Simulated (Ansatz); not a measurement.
A film clamped to a substrate in C

Method: Ansatz, DFT PBE+D3(BJ), scalar-relativistic, plane waves, PAW. Settings: plane waves to 420 eV, k-mesh 24×24×8 (Γ-centred), Gaussian smearing 0.15 eV. No spin polarisation. Energies are free energies at this smearing, counted from the undisturbed cell; pressure is positive in compression.

The starting cell (relaxed at this level):

```
C
1.0
     2.46498    0.00000    0.00000
    -1.23249    2.13474    0.00000
     0.00000    0.00000    6.73843
C
4
Direct
  0.00000 0.00000 0.00250
  0.00000 0.00000 0.50250
  0.33333 0.66667 0.00250
  0.66667 0.33333 0.50250
```

The cell (4 atoms, V0 = 35.46 Å³) is strained by p along both x and y and by q along z, fractional coordinates fixed. τp = (1/V0) ∂E/∂p = (σxx + σyy)(1 + p)(1 + q) and τq = (1/V0) ∂E/∂q = σzz(1 + p)², with tension positive.

```csv
p,q,ΔE (meV/atom),τp (GPa),τq (GPa)
0.000,0.000,0.00,0.03,-0.01
-0.040,0.000,129.83,-122.81,0.09
0.040,0.000,103.14,87.90,-0.35
0.000,-0.040,1.77,0.29,-1.74
0.000,0.040,1.18,-0.18,0.99
```

Q: Get the second derivatives of the energy density.

A: Central differences give A = ∂τp/∂p = 2634 GPa (C11 + C22 + 2 C12), C = ∂τq/∂q = 34 GPa (C33) and the cross term B = ∂τq/∂p = -5.5 GPa (C13 + C23); ∂τp/∂q = -5.9 GPa must equal B, and any difference shows higher-order terms. Steps this large leave an error of some per cent of A or C in all of these, which can swamp a small B. The ions are clamped.

Q: A film of this crystal grows with z along the normal on a substrate that imposes p. How does its thickness respond, and what does the misfit cost?

A: Count p and q from the stress-free cell. A free surface needs τq = 0, so q = −(B/C) p = 0.16 p. The energy density left is (A − B²/C) p²/2 = M p², with the biaxial modulus M = 1317 GPa; a misfit of 1 % costs 7.28 meV/atom, against 7.29 meV/atom if the thickness were held.

At p = 0.080 the energies along q are 381.7 (q = -0.080), 373.0 (q = -0.040), 369.5 (q = 0.000), 369.2 (q = 0.040), 370.9 (q = 0.080) meV/atom.

Q: Does the linear rule hold at this misfit?

A: A parabola through the lowest point and its neighbours has its minimum at q = 0.026, 369.1 meV/atom. With the stress left in the starting cell, τp0 and τq0, linear elasticity gives q = −(τq0 + Bp)/C = 0.013 and E = V0(τp0 p + τq0 q + Ap²/2 + Bpq + Cq²/2)/N = 466.3 meV/atom. The energies differ by more than a tenth, so the quadratic law fails here: the gap holds the anharmonic part, with some error from the wide steps. Cubic terms also shift the vertex of so wide a parabola.

In a metal these slopes depend on the k mesh and the smearing.

Cost: 25 runs of about 4.3 core-minutes in all, on Intel Xeon Platinum 8175M (Skylake/Cascade Lake) (shared hosts).